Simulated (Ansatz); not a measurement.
We consider zinc-blende InN (metastable phase), described by LC-ωPBE in Ansatz (PAW).

Settings: plane-wave cutoff 460 eV, 10×10×10 k mesh, Fermi–Dirac smearing 0.01 eV, scalar-relativistic PAW data made under PBE.

Properties against volume:

```csv
V (Å³/atom),P (GPa),direct gap at Γ (eV)
14.198,9.73,5.777
14.572,4.55,5.646
14.766,2.12,5.577
14.946,0.01,5.513
15.319,-3.97,5.379
15.575,-6.41,5.286
```

A straight line through the gaps at Γ against ln V gives a volume deformation potential dE_g(Γ)/d ln V of -5.3 eV: the gap at Γ widens under compression.

Measured, for comparison: band gap 0.61 eV (low temperature, zero-point motion not removed, photoluminescence, epilayer; as tabulated in Schörmann, As, Lischka, Schley, Goldhahn et al., Appl. Phys. Lett. 89, 261903 …).

Spin–orbit coupling is not included.

Ansatz is an electronic-structure program.
